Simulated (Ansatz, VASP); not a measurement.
## GaN in VASP and in Ansatz

The input INCAR:

```
PREC = Accurate
ENCUT = 520
EDIFF = 1E-7
ISMEAR = 0
SIGMA = 0.1
LREAL = F
LASPH = T
NELM = 100
ALGO = Normal
ISIF = 2
LWAVE = F
LCHARG = T
GGA = PS
LELF = T
LVHAR = T
NBANDS = 16
```

File KPOINTS:

```
Automatic mesh
0
Gamma
  11 11 11
```

File POSCAR:

```
GaN
1.0
    0.0000000000      2.1352350000      2.1352350000
    2.1352350000      0.0000000000      2.1352350000
    2.1352350000      2.1352350000      0.0000000000
Ga N
1 1
Direct
    0.0000000000      0.0000000000      0.0000000000
    0.5000000000      0.5000000000      0.5000000000
```

input.yaml

```yaml
crystal:
  lattice:
    - [0.0, 2.135235, 2.135235]
    - [2.135235, 0.0, 2.135235]
    - [2.135235, 2.135235, 0.0]
  atoms:
    - { symbol: Ga, position: [0.0, 0.0, 0.0] }
    - { symbol: "N", position: [0.5, 0.5, 0.5] }
kpoints:
  mp_grid: { grid: [11, 11, 11] }
scf:
  occupations: { method: gaussian, width: 0.1 }
hamiltonian:
  xc: pbesol
  pseudopotentials: { kind: all_electron, lapw: { basis_error: 0.001 } }
output:
  forces: true
  stress: true
  eigenvalues: true
```

Measurements of this composition are mostly on another form, of space group No. 186.

Alike in both runs: task single point; functional PBEsol; k mesh 11 × 11 × 11; occupations gaussian, width 0.1 eV; no spin polarisation.

|  | VASP | Ansatz |
| --- | --- | --- |
| version | VASP 6.6.1 | Ansatz 0.2.0 |
| potentials or method | VASP PAW PBE potentials, release 64 (Ga_d, N) | all-electron LAPW, scalar-relativistic |
| plane-wave cutoff (eV) | 520 | see its input |

|  | VASP | Ansatz | Ansatz less VASP |
| --- | --- | --- | --- |
| gap on the k mesh at the Fermi level (eV) | 0.46 | 0.47 | +0.010 |
| least direct gap on the mesh (eV) | 2.37 | 2.37 | 0.000 |
| pressure (GPa) | -7.2 | -7.6 | -0.38 |

Ansatz ran all-electron here, so the differences hold the error of VASP's frozen core and of both bases.

Caveats: an odd mesh through Γ misses points on the zone boundary, where band edges often lie; the PAW data sets were made with another functional, which shifts forces and pressure a little (VASP).
